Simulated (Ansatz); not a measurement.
# Ru under pressure

Computed with DFT PBE, scalar-relativistic, plane waves, PAW (Ansatz 0.2.0). Settings: 420 eV plane-wave cutoff, Γ-centred 18×18×10 mesh, Fermi-Dirac smearing of 0.15 eV. No spin polarisation. Phonons by linear response, acoustic sum rule imposed.

The cell, relaxed at this level:
```cif
data_structure
_symmetry_space_group_name_H-M 'P6_3/mmc'
_symmetry_Int_Tables_number 194
_cell_length_a 2.7222
_cell_length_b 2.7222
_cell_length_c 4.2973
_cell_angle_alpha 90.000
_cell_angle_beta 90.000
_cell_angle_gamma 120.000
_cell_volume 27.58
loop_
_atom_site_label
_atom_site_type_symbol
_atom_site_symmetry_multiplicity
_atom_site_Wyckoff_symbol
_atom_site_fract_x
_atom_site_fract_y
_atom_site_fract_z
_atom_site_occupancy
Ru1 Ru 2 c 0.33333 0.66667 0.25000 1
```

In a metal, frequencies and elastic constants depend on the k mesh and the smearing, soft modes and shear constants most.

Optical modes at Γ (cm⁻¹) at zero pressure: 190, 247.

**Question.** Under hydrostatic pressure the same modes lie at 196, 262 cm⁻¹. What is the pressure, and how much has the cell shrunk?

**Answer.** 7 GPa; the volume is 2.1 % smaller.

Cost: 2 runs of about 0.9 core-minutes in all, on AMD EPYC 9R45 (Zen 5) (shared hosts).